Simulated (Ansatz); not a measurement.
Born–Oppenheimer molecular dynamics of a periodic cell of 12 atoms, TiO₂ (start crystal TiO2, start structure I4/m, volume 1.15 times the crystal's). It starts from an unrelaxed structure (largest force component 1.02 eV/Å).

All numbers below come from Ansatz, DFT PBE, scalar-relativistic, plane waves, PAW. Settings: PAW set soft_1, cutoff 420 eV, k mesh 3x3x2, fermi-dirac smearing 0.24 eV, no spin polarisation.

| Quantity | Value |
| --- | --- |
| ensemble | NVT, Langevin thermostat |
| time step | 0.75 fs |
| steps asked | 110 |
| set temperature | 2800 K |
| friction | 0.02 /fs |
| seed | 350146 |

First frame:

```xyz
12
Lattice="-4.5582 4.5582 1.9776 4.5582 -4.5582 1.9776 4.5582 4.5582 -1.9776" Properties=species:S:1:pos:R:3
Ti 0.026 2.665 0.000
Ti 6.452 0.026 0.000
Ti -1.894 4.532 1.978
Ti 4.532 1.894 1.978
O 1.375 4.548 0.000
O 3.103 -3.084 1.978
O 4.569 1.375 0.000
O 1.474 1.455 0.000
O 3.084 3.103 1.978
O -0.010 3.184 1.978
O 1.455 7.643 0.000
O 3.184 0.010 1.978
```

What does the run give?

All steps were run.

```
steps done                                               : 110
time covered                                             : 82.5 fs
mean temperature over the second half                    : 1847 K
spread of the potential energy over the second half      : 51.6 meV per atom
mean potential energy of the second half above the start : 210.9 meV per atom
```

The mean temperature of the second half is 34 % below the set value. A run of 0.083 ps of so small a system gives no equilibrium averages. Limits of this set-up: coarse k mesh.

What happens to the structure?

Mean squared displacements from the first frame to the last, about the centre of mass: Ti 0.13 Å², O 0.16 Å². The details hang on the random start.

How do temperature and energy run in time?


```csv
time (fs),T (K),potential energy less start (eV)
0,2567,0.000
3.75,2488,0.052
7.5,2279,0.465
11.25,1427,0.978
15,1420,1.417
18.75,1386,1.770
22.5,1695,2.042
26.25,1350,2.194
30,1517,2.178
33.75,1740,1.807
37.5,2416,1.468
41.25,2036,1.498
45,1781,1.815
48.75,1644,2.180
52.5,1656,2.299
56.25,1897,2.107
60,1823,2.146
63.75,1867,2.325
67.5,2048,2.628
71.25,1719,3.192
75,1788,3.731
78.75,2009,3.401
82.5,2492,2.568
```

The run took 19 min on 1 thread of Arm Neoverse V1, with other jobs on the host, peak memory 0.46 GiB.
